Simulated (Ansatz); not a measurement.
# HgTe (model cell, started as NiAs type): following an unstable mode, part 2 of 3

Wanted: the energy along a soft mode of HgTe (model cell, started as NiAs type) and the structure at the end.

Ansatz 0.2.0; DFT PBE, scalar-relativistic, plane waves, PAW.

So far. Step 4 (The mode frozen in, largest atomic shift 0.22 Å): The run ends at a pressure of 0.97 GPa, with forces up to 0.26 eV/Å. Step 5 (Energy along the mode, all amplitudes (two of the runs …): The lowest of the steps tried is at 0.22 Å, 2.26 meV/atom below the parent; the bottom of the well need not coincide with a step.

The structure was built from a prototype and need not be the compound's stable phase.

## (6) Relaxation from the frozen mode

Starting from the lowest point found, all atoms and the cell are let go, so that strain and other modes of the same symmetry can join in.

Input file input.yaml:

```yaml
crystal:
  lattice:
    - [4.2647185345, 2.7785e-06, 0.0]
    - [-4.8125e-06, 7.3867091818, 0.0]
    - [0.0, 0.0, 7.4670364397]
  atoms:
    - { symbol: Hg, position: [0.5, 0.5, 0.0] }
    - { symbol: Hg, position: [0.0, 0.0, 0.0] }
    - { symbol: Hg, position: [0.5, 0.5, 0.5] }
    - { symbol: Hg, position: [0.0, 0.0, 0.5] }
    - { symbol: Te, position: [1.0, 0.3333333333, 0.2205371734] }
    - { symbol: Te, position: [0.5, 0.8333333333, 0.2794628266] }
    - { symbol: Te, position: [0.5, 0.1666666667, 0.7205371734] }
    - { symbol: Te, position: [1.0, 0.6666666667, 0.7794628266] }
kpoints:
  mp_grid: { grid: [8, 4, 4] }
hamiltonian:
  xc: pbe
scf:
  occupations: { method: methfessel_paxton, width: 0.15 }
output:
  forces: true
  stress: true
  eigenvalues: true
  write_density: true
  write_potential: true
  elf: true
  volumetric_format: npy
relax:
  adjacent_minimum: "off"
  f_tol: 0.002
  max_steps: 120
  cell: { stress_tol: 0.03 }
```

Run with:

```console
ansatz run input.yaml --threads 4 --pin off --max-ram 7168MiB --backend cpu --events-out ev --progress --plain --runs-dir out
```

Numbers of over 12 decimals in the logs are rounded to 6 here.

Output:

```text
[...]
Crystal: 8 atoms, lattice volume = 235.228 Å³
Basis set: ecut = 420 eV, 4603 PW (Γ), exchange–correlation on 60×100×100 points (8 copies of the dense FFT grid, shifted against one another)
Bands: 87, of which v1, the nominal top of the filled ones, is band 72 counted from 1 (71 counted from 0)
Symmetry: 8 space group operations
[...]
k-points: 45 of 128
[...]
SCF iter   1: F=—  HF=-83173.376821 eV  |F-HF|=—  |Δ(HF+E_count)|=         —  Δρ=1.42e-3  dr2=5.49e-3  ethr=1.77e-3  ⟨swp⟩=6.6  Hψ=14434  notcnv=0  defer=53
[...]
SCF iter   6: F=-83173.377987 eV  HF=-83173.377987 eV  |F-HF|=4.22e-10  |Δ(HF+E_count)|=   8.31e-8  S|Δr|=    0.00e0  Δρ=3.49e-6  dr2=2.16e-8  ethr=6.94e-11  ⟨swp⟩=15.5  Hψ=30003  notcnv=0
SCF 1 converged in 6 iterations: F = -83173.377987 eV  dr2 = 2.16e-8
[...]
relax step   1: F+E_penalty+E_count = -83173.37798651 eV  Δ(F+E_penalty+E_count) = +0.000e0 eV  max|allowed force component| = 2.502e-1 eV/Å  Δτ_max = 0.0000 Å  P = +0.973 GPa  Ω = 235.228 Å³  (6 SCF iters, dr2 threshold 1.00e-7 eV, accepted)
Crystal: 8 atoms, lattice volume = 242.002 Å³
Basis set: ecut = 420 eV, 4735 PW (Γ), exchange–correlation on 60×100×100 points (8 copies of the dense FFT grid, shifted against one another)
[...]
iter 1 solved again at ethr=1.28e-5 eV; its pass at ethr=3.10e-3 eV (dr2=1.85e-2 eV) is discarded
[...]
SCF iter   6: F=-83173.473903 eV  HF=-83173.473903 eV  |F-HF|=5.73e-8  |Δ(HF+E_count)|=   2.05e-7  S|Δr|=    0.00e0  Δρ=4.78e-6  dr2=3.19e-8  ethr=5.56e-10  ⟨swp⟩=12.4  Hψ=28350  notcnv=0
SCF 2 converged in 6 iterations: F = -83173.473903 eV  dr2 = 3.19e-8
relax step   2: F+E_penalty+E_count = -83173.47390286 eV  Δ(F+E_penalty+E_count) = -9.592e-2 eV  max|allowed force component| = 2.098e-1 eV/Å  Δτ_max = 0.0707 Å  P = -0.419 GPa  Ω = 242.002 Å³  energy of the carried Pulay correction = -1.498e-3 eV  (6 SCF iters, dr2 threshold 8.00e-7 eV, accepted)
Crystal: 8 atoms, lattice volume = 246.861 Å³
Basis set: ecut = 420 eV, 4785 PW (Γ), exchange–correlation on 60×100×100 points (8 copies of the dense FFT grid, shifted against one another)
[...]
SCF iter   6: F=-83173.612599 eV  HF=-83173.612599 eV  |F-HF|=8.76e-8  |Δ(HF+E_count)|=   4.45e-8  S|Δr|=    0.00e0  Δρ=8.29e-6  dr2=1.03e-7  ethr=5.56e-10  ⟨swp⟩=15.1  Hψ=31917  notcnv=0
SCF 3 converged in 6 iterations: F = -83173.612599 eV  dr2 = 1.03e-7
[...]
relax step   3: F+E_penalty+E_count = -83173.61259929 eV  Δ(F+E_penalty+E_count) = -1.387e-1 eV  max|allowed force component| = 3.178e-1 eV/Å  Δτ_max = 0.1224 Å  P = -0.368 GPa  Ω = 246.861 Å³  energy of the carried Pulay correction = -2.547e-3 eV  (6 SCF iters, dr2 threshold 8.00e-7 eV, accepted)
[... from here on, the SCF cycles and remarks between the steps are left out ...]
relax step   4: F+E_penalty+E_count = -83173.54947791 eV  Δ(F+E_penalty+E_count) = +6.312e-2 eV  max|allowed force component| = 7.115e-1 eV/Å  Δτ_max = 0.1939 Å  P = +1.406 GPa  Ω = 256.616 Å³  energy of the carried Pulay correction = -4.591e-3 eV  (6 SCF iters, dr2 threshold 8.00e-7 eV, rejected (line search))
relax step   5: F+E_penalty+E_count = -83173.72693595 eV  Δ(F+E_penalty+E_count) = -1.143e-1 eV  max|allowed force component| = 2.450e-1 eV/Å  Δτ_max = 0.0970 Å  P = -0.185 GPa  Ω = 252.522 Å³  energy of the carried Pulay correction = -3.743e-3 eV  (9 SCF iters, accepted)
relax step   6: F+E_penalty+E_count = -83173.79238873 eV  Δ(F+E_penalty+E_count) = -6.545e-2 eV  max|allowed force component| = 1.031e-1 eV/Å  Δτ_max = 0.0884 Å  P = +0.091 GPa  Ω = 257.159 Å³  energy of the carried Pulay correction = -4.702e-3 eV  (5 SCF iters, dr2 threshold 8.00e-7 eV, accepted)
relax step   7: F+E_penalty+E_count = -83173.80517495 eV  Δ(F+E_penalty+E_count) = -1.279e-2 eV  max|allowed force component| = 6.573e-2 eV/Å  Δτ_max = 0.0453 Å  P = -0.109 GPa  Ω = 262.559 Å³  energy of the carried Pulay correction = -5.797e-3 eV  (5 SCF iters, dr2 threshold 6.64e-7 eV, accepted)
relax step   8: F+E_penalty+E_count = -83173.80857466 eV  Δ(F+E_penalty+E_count) = -3.400e-3 eV  max|allowed force component| = 7.096e-3 eV/Å  Δτ_max = 0.0226 Å  P = +0.119 GPa  Ω = 263.249 Å³  energy of the carried Pulay correction = -5.935e-3 eV  (5 SCF iters, dr2 threshold 2.70e-7 eV, accepted)
relax step   9: F+E_penalty+E_count = -83173.80965505 eV  Δ(F+E_penalty+E_count) = -1.080e-3 eV  max|allowed force component| = 1.105e-2 eV/Å  Δτ_max = 0.0101 Å  P = -0.010 GPa  Ω = 264.761 Å³  energy of the carried Pulay correction = -6.236e-3 eV  (5 SCF iters, dr2 threshold 1.36e-7 eV, accepted)
relax step  10: F+E_penalty+E_count = -83173.80973387 eV  Δ(F+E_penalty+E_count) = -7.883e-5 eV  max|allowed force component| = 8.608e-3 eV/Å  Δτ_max = 0.0029 Å  P = -0.008 GPa  Ω = 264.578 Å³  energy of the carried Pulay correction = -6.200e-3 eV  (5 SCF iters, dr2 threshold 7.62e-9 eV, accepted)
relax step  11: F+E_penalty+E_count = -83173.80977173 eV  Δ(F+E_penalty+E_count) = -3.785e-5 eV  max|allowed force component| = 8.200e-5 eV/Å  Δτ_max = 0.0013 Å  P = +0.000 GPa  Ω = 264.563 Å³  energy of the carried Pulay correction = -6.197e-3 eV  (5 SCF iters, dr2 threshold 4.63e-9 eV, accepted)
relax step  12: F+E_penalty+E_count = -83173.81898526 eV  Δ(F+E_penalty+E_count) = -9.214e-3 eV  max|allowed force component| = 5.252e-4 eV/Å  Δτ_max = 0.0000 Å  P = +0.051 GPa  Ω = 264.563 Å³  stress off target by 1.45e-1 GPa  SCF on the basis re-selected at this cell (its energy is not comparable with the rows above)  (8 SCF iters)
relax step  13: F+E_penalty+E_count = -83173.81991239 eV  Δ(F+E_penalty+E_count) = -9.271e-4 eV  max|allowed force component| = 3.027e-3 eV/Å  Δτ_max = 0.0077 Å  P = +0.022 GPa  Ω = 265.731 Å³  energy of the carried Pulay correction = -2.364e-4 eV  (5 SCF iters, dr2 threshold 5.22e-8 eV, accepted)
relax step  14: F+E_penalty+E_count = -83173.81991703 eV  Δ(F+E_penalty+E_count) = -4.633e-6 eV  max|allowed force component| = 1.017e-3 eV/Å  Δτ_max = 0.0041 Å  P = -0.001 GPa  Ω = 266.357 Å³  energy of the carried Pulay correction = -3.594e-4 eV  (5 SCF iters, dr2 threshold 4.27e-9 eV, accepted)
[...]
SCF iter   6: F=-83173.820255 eV  HF=-83173.820255 eV  |F-HF|=4.37e-11  |Δ(HF+E_count)|=  1.46e-11  S|Δr|=    0.00e0  Δρ=6.78e-8  dr2=2.04e-11  ethr=1.00e-12  ⟨swp⟩=9.4  Hψ=19766  notcnv=0
SCF 15 converged in 6 iterations: F = -83173.820255 eV  dr2 = 2.04e-11
relax step  15: F+E_penalty+E_count = -83173.82025480 eV  Δ(F+E_penalty+E_count) = -3.378e-4 eV  max|allowed force component| = 1.013e-3 eV/Å  Δτ_max = 0.0000 Å  P = -0.002 GPa  Ω = 266.357 Å³  stress off target by 7.60e-3 GPa  SCF on the basis re-selected at this cell (its energy is not comparable with the rows above)  (6 SCF iters)
[...]
SCF converged after 6 iterations
[...]
Free energy (F): -83173.820255 eV
[...]
Internal energy: -83173.823791 eV  (E = F + TS)
E sigma→0 (E₀):  -83173.821139 eV
Entropy (-TS):   0.003536 eV (0.442 meV/atom)
Fermi energy:    9.007612 eV
[...]
--- Forces (eV/Å), atoms counted from 1 ---
  atom   1  Hg     0.00000000     0.00000000     0.00000000
  atom   2  Hg    -0.00000000     0.00000000    -0.00000000
  atom   3  Hg     0.00000000     0.00000000     0.00000000
  atom   4  Hg    -0.00000000     0.00000000     0.00000000
  atom   5  Te     0.00000000    -0.00101333     0.00051950
  atom   6  Te     0.00000000    -0.00101333    -0.00051950
  atom   7  Te    -0.00000000     0.00101333     0.00051950
  atom   8  Te    -0.00000000     0.00101333    -0.00051950
  max |Σ_I F_I| component: 0.00e0 eV/Å
--- Stress (GPa, compression-positive) ---
       -0.007596      -0.000000       0.000000
       -0.000000       0.001473       0.000000
        0.000000       0.000000       0.000737
  P = ⅓ Tr σ = -0.0018 GPa (-0.018 kbar)
--- Band table (eV; the first three rows and the last of 45) ---
  k-point 0: bands = [... 68 lower, 7.9937, 8.0835, 8.8499, 9.1445, 9.2430, 10.3766, 10.6306, 10.9065, ... 11 higher]
  k-point 1: bands = [... 68 lower, 7.8996, 7.9223, 8.9059, 9.1083, 9.2597, 10.3572, 10.4374, 11.4697, ... 11 higher]
  k-point 2: bands = [... 68 lower, 7.5817, 7.5817, 9.0146, 9.0146, 10.0128, 10.0128, 10.6260, 10.6260, ... 11 higher]
  k-point 44: bands = [... 68 lower, 7.0529, 7.0529, 8.0306, 8.0306, 9.4368, 9.4368, 9.9371, 9.9371, ... 11 higher]
--- Relaxed structure (13 steps of the walk, 12 accepted, 2 SCFs on fresh bases) ---
  F+E_penalty+E_count = -83173.82025480 eV   max|allowed force component| = 1.013e-3 eV/Å   (the final SCF, on the basis selected at the relaxed cell)
  cell:  # Å, volume = 266.3571 Å³
    - [4.395238, 2.8635333317178508e-6, -3.73202697218618e-17]
    - [-4.6915333152266725e-6, 7.201035, 0]
    - [-6.534354183005998e-17, 0, 8.415637]
  atoms:
    - { symbol: Hg, position: [0.500000, 0.5, 0] }
    - { symbol: Hg, position: [0, 0, 0] }
    - { symbol: Hg, position: [0.500000, 0.5, 0.500000] }
    - { symbol: Hg, position: [0, 0, 0.500000] }
    - { symbol: Te, position: [1.000000, 0.307479, 0.182568] }
    - { symbol: Te, position: [0.500000, 0.807479, 0.317432] }
    - { symbol: Te, position: [0.500000, 0.192521, 0.682568] }
    - { symbol: Te, position: [1.0, 0.692521, 0.817432] }
```

Wall time 63 s (4 threads of AMD EPYC 9R45, shared host); peak memory 1.3 GiB.

Step by step:

| step | energy less that of the first step (eV) | largest force component (eV/Å) | pressure (GPa) | volume (Å³) |
| --- | --- | --- | --- | --- |
| 1 | 0.0000 | 0.2502 | 0.97 | 235.23 |
| 2 | -0.0959 | 0.2098 | -0.42 | 242.00 |
| 3 | -0.2346 | 0.3178 | -0.37 | 246.86 |
| 4 | -0.1715 | 0.7115 | 1.41 | 256.62 |
| 5 | -0.3489 | 0.2450 | -0.18 | 252.52 |
| 6 | -0.4144 | 0.1031 | 0.09 | 257.16 |
| 7 | -0.4272 | 0.0657 | -0.11 | 262.56 |
| 8 | -0.4306 | 0.0071 | 0.12 | 263.25 |
| 9 | -0.4317 | 0.0110 | -0.01 | 264.76 |
| 10 | -0.4317 | 0.0086 | -0.01 | 264.58 |
| 11 | -0.4318 | 0.0001 | 0.00 | 264.56 |
| 12* | -0.4410 | 0.0005 | 0.05 | 264.56 |
| 13 | -0.4419 | 0.0030 | 0.02 | 265.73 |
| 14 | -0.4419 | 0.0010 | 0.00 | 266.36 |
| 15* | -0.4423 | 0.0010 | 0.00 | 266.36 |

Relaxation steps marked * repeat the geometry before them on a plane-wave basis chosen anew for their cell, so energy and pressure can jump there. Relaxation step 4 was tried and not accepted.

Forces are held to the 8 operations that the run works with; a distortion that breaks them can't arise in this run.

| cell as run | before | after | change |
| --- | --- | --- | --- |
| a (Å) | 4.265 | 4.395 | +3.1 % |
| b (Å) | 7.387 | 7.201 | -2.5 % |
| c (Å) | 7.467 | 8.416 | +12.7 % |
| volume (Å³/atom) | 29.40 | 33.29 | +13.2 % |

The atoms that moved most (Å, as changes of fractional coordinates times the final cell):

| atom | dx | dy | dz | length |
| --- | --- | --- | --- | --- |
| Te7 | 0.000 | 0.186 | -0.320 | 0.370 |
| Te5 | 0.000 | -0.186 | -0.320 | 0.370 |
| Te8 | 0.000 | 0.186 | 0.320 | 0.370 |
| Te6 | 0.000 | -0.186 | 0.320 | 0.370 |

This step gave:

```yaml
pressure: -0.001795 GPa
volume_per_atom: 33.29 Å³
```

Electrostatic potential energy in the bc plane at fractional x = 0.000, with atoms of Hg and Te within 0.2 Å of it. With pseudopotentials it is smooth inside the atoms' cores, unlike the true potential.

Ten even steps from '_' (-36 eV) to '@' (22 eV), each cell a mean:
```
____--**##%%%%%%%%%%%%%%##########++..__
__::++##%%%%%%%%%%%%%%##++====++****==..
++**##%%%%%%%%%%%%%%##++++%%%%++++****++
####%%%%%%%%%%%%%%%%##++##@@@@%%==**####
%%%%%%%%%%%%%%%%%%%%##++##@@@@%%==**##%%
%%%%%%%%%%%%%%%%%%%%##++==####++++##%%%%
%%%%%%%%%%%%%%%%%%%%%%##++====++####%%%%
####%%%%%%%%%%%%%%%%%%%%########%%%%####
++**##%%%%%%%%%%%%%%%%%%%%%%%%%%%%####++
__::++##%%%%%%%%%%%%%%%%%%%%%%%%##**==..
____--##%%%%%%%%%%%%%%%%%%%%%%%%##++..__
____::**%%%%%%%%%%%%%%%%%%%%%%%%##++____
____==##%%%%%%%%%%%%%%%%%%%%%%%%##**::__
::==**##%%%%%%%%%%%%%%%%%%%%%%%%%%##++--
######%%%%######%%%%%%%%%%%%%%%%%%%%####
%%%%%%####******####%%%%%%%%%%%%%%%%%%%%
%%%%%%##++++++==++##%%%%%%%%%%%%%%%%%%%%
%%%%##**++%%@@%%==**##%%%%%%%%%%%%%%%%%%
%%####++**@@@@@@++**##%%%%%%%%%%%%%%%%%%
**####++++%%@@%%==**##%%%%%%%%%%%%%%####
::==****++++**++++##%%%%%%%%%%%%%%##++--
____==******++**##%%%%%%%%%%%%%%##**::__
____::**########%%%%%%%%%%%%%%%%##++____
```
Columns run along b (7.2 Å; values clipped at the 3rd and 97th percentile), rows up along c (8.4 Å). Atoms in or near the plane, at fractional coordinates: Hg at (0.00, 0.00), Hg at (0.00, 0.50), Te at (0.31, 0.18), Te at (0.69, 0.82).

Valence density in the bc plane at fractional x = 0.000, with atoms of Hg and Te within 0.2 Å of it. It is the smooth field of the valence electrons, not physical close to the nuclei.

Ten steps, logarithmic in the rise over the least value, from '_' (0 e/Å³) to '@' (16 e/Å³), each cell a mean:
```
@@%%++::..____________....::::::::--##@@
##**--..____________..::----==--::--++**
==--..______________..--++####++--::::--
....________________..--**@@@@##==::....
____________________..--**@@@@##==::..__
____________________..::==####++--....__
______________________..::------::..____
....____________________....::..........
==--::..________________________....::--
##**--..________________________..::++##
@@%%++::________________________..--##@@
@@%%**::________________________..==##@@
%%##==::________________________..--**%%
++==::..__________________________..--++
::::............__________________....::
____....::::::::....____________________
____..::--==++==--..____________________
____..::++%%%%##==::..__________________
......--**@@@@%%++::..__________________
::::::--++%%@@##==::..______________..::
**==------++**==--....____________..--++
%%##==::::::::::::..____________..--**%%
@@%%**--..........__________......==##@@
```
Columns run along b (7.2 Å), rows up along c (8.4 Å). Atoms in or near the plane, at fractional coordinates: Hg at (0.00, 0.00), Hg at (0.00, 0.50), Te at (0.31, 0.18), Te at (0.69, 0.82).

ELF in the bc plane at fractional x = 0.000, with atoms of Hg and Te within 0.2 Å of it. It is the smooth field of the valence electrons, not physical close to the nuclei.

Ten even steps from '_' (0.01) to '@' (0.73), each cell a mean:
```
%%##++----::::::..__..++######**++==++%%
****==--::..______..++####**++**##++==**
====--::__________--####++::::==****====
--::..____________==%%##--____::++##++--
..________________==####--____::**##++::
__________________--####**----++####==..
....______________..++%%%%####%%%%**::..
::::::..____________::**%%@@@@@@**::..::
====--::..____________::==****==::::--==
**++==--..________________......::--++**
%%##++--::____________________..::==**##
@@##++--::____________________..--==**%%
##**++--..____________________..::==++##
++++--::..::----..____________..::--==++
----::::++%%@@%%++::____________..::::--
....::**@@@@%%%%%%**::____________......
__..++%%##**++**##%%++..________________
..::**##++::__::**##**::________________
::--****==______++####::____________....
----****==..__::**##**::__________::----
++====****====++####==..________::--==++
##**==++##****####++..____....::--==**##
@@##++==++******==..__..--======--==**%%
```
Columns run along b (7.2 Å), rows up along c (8.4 Å). Atoms in or near the plane, at fractional coordinates: Hg at (0.00, 0.00), Hg at (0.00, 0.50), Te at (0.31, 0.18), Te at (0.69, 0.82).

The distorted start has space group Pnnm; the relaxation ends in Pnnm.

## (7) The new phase in its own primitive cell

The relaxed structure is symmetrised, reduced to its primitive cell and relaxed tightly, as its phonons need.

Input file input.yaml:

```yaml
crystal:
  lattice:
    - [7.2010349728, 0.0, 0.0]
    - [0.0, 8.415637009, 0.0]
    - [0.0, 0.0, 4.3952376083]
  atoms:
    - { symbol: Hg, position: [0.5, 0.0, 0.5] }
    - { symbol: Hg, position: [0.0, 0.0, 0.0] }
    - { symbol: Hg, position: [0.5, 0.5, 0.5] }
    - { symbol: Hg, position: [0.0, 0.5, 0.0] }
    - { symbol: Te, position: [0.3074785468, 0.1825676721, 0.0] }
    - { symbol: Te, position: [0.8074785468, 0.3174323279, 0.5] }
    - { symbol: Te, position: [0.1925214532, 0.6825676721, 0.5] }
    - { symbol: Te, position: [0.6925214532, 0.8174323279, 0.0] }
kpoints:
  mp_grid: { grid: [4, 4, 8] }
hamiltonian:
  xc: pbe
scf:
  occupations: { method: methfessel_paxton, width: 0.15 }
output:
  forces: true
  stress: true
  eigenvalues: true
relax:
  adjacent_minimum: "off"
  f_tol: 0.001
  max_steps: 60
  cell: { stress_tol: 0.01 }
```

Output:

```text
[...]
Crystal: 8 atoms, lattice volume = 266.357 Å³
Basis set: ecut = 420 eV, 5211 PW (Γ), exchange–correlation on 100×120×60 points (8 copies of the dense FFT grid, shifted against one another)
Bands: 87, of which v1, the nominal top of the filled ones, is band 72 counted from 1 (71 counted from 0)
Symmetry: 8 space group operations
[...]
k-points: 45 of 128
[...]
- [7.201654, 0, 0]
    - [0, 8.416013, 0]
    - [0, 0, 4.394059]
  atoms:
    - { symbol: Hg, position: [0.5, 0, 0.500000] }
    - { symbol: Hg, position: [0, 0, 0] }
    - { symbol: Hg, position: [0.5, 0.500000, 0.500000] }
    - { symbol: Hg, position: [0, 0.500000, 0] }
    - { symbol: Te, position: [0.307396, 0.182610, 0] }
    - { symbol: Te, position: [0.807396, 0.317390, 0.500000] }
    - { symbol: Te, position: [0.192604, 0.682610, 0.500000] }
    - { symbol: Te, position: [0.692604, 0.817390, 0] }
[key lines of the parts left out:]
SCF converged after 7 iterations
Free energy (F): -83173.820260 eV
Fermi energy:    9.009254 eV
P = ⅓ Tr σ = -0.0007 GPa (-0.007 kbar)
```

Elapsed: 15 s, on 4 threads; peak memory 1.3 GiB.

Little changed from the start: no atom moved by 0.005 Å and no cell edge by 0.1 %.

Numbers from this step:

```
pressure : -7.33e-4 GPa
```

The largest force component left is 0.73 meV/Å and the pressure is -0.001 GPa, within the tolerances set. The cell now holds 33.29 Å³/atom.

(Part 2 of 3 ends here.)

[Logs are printed without paths, hosts, clocks, repeated set-up lines and the standing remarks that a program may print on its own settings, such as how far it seeks lower states.]

[Hosts, paths, dates, database ids (printed as entryN), source tags and the programs' standing remarks are cut or masked in the printed files.]
